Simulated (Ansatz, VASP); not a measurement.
## One calculation of Ga, two programs

```
CELL_PARAMETERS angstrom
2.80381 0.00000 0.00000
0.00000 2.80381 0.00000
0.00000 0.00000 2.80490
ATOMIC_POSITIONS crystal
Ga 0.00000 0.00000 0.00000
```

Alike in both runs: functional PBE; k mesh 20 × 20 × 20; occupations gaussian, width 0.1 eV; no spin polarisation.

Ansatz relaxed the structure, and its values are those at the end. VASP's run is a single point on that final structure, the one shown.

```csv
,VASP,Ansatz
version,VASP 6.6.1,Ansatz 0.2.0
potentials or method,"VASP PAW PBE potentials, release 64 (Ga_d)","scalar-relativistic, plane waves, PAW"
plane-wave cutoff (eV),520,420
valence electrons in the cell,13,13
```

|  | VASP | Ansatz | Ansatz less VASP |
| --- | --- | --- | --- |
| gap on the k mesh at the Fermi level (eV) | none | none | - |
| pressure (GPa) | -3.3 | -3.4 | -0.13 |

A gap of «none» marks a metal or a gap that the smearing closes.
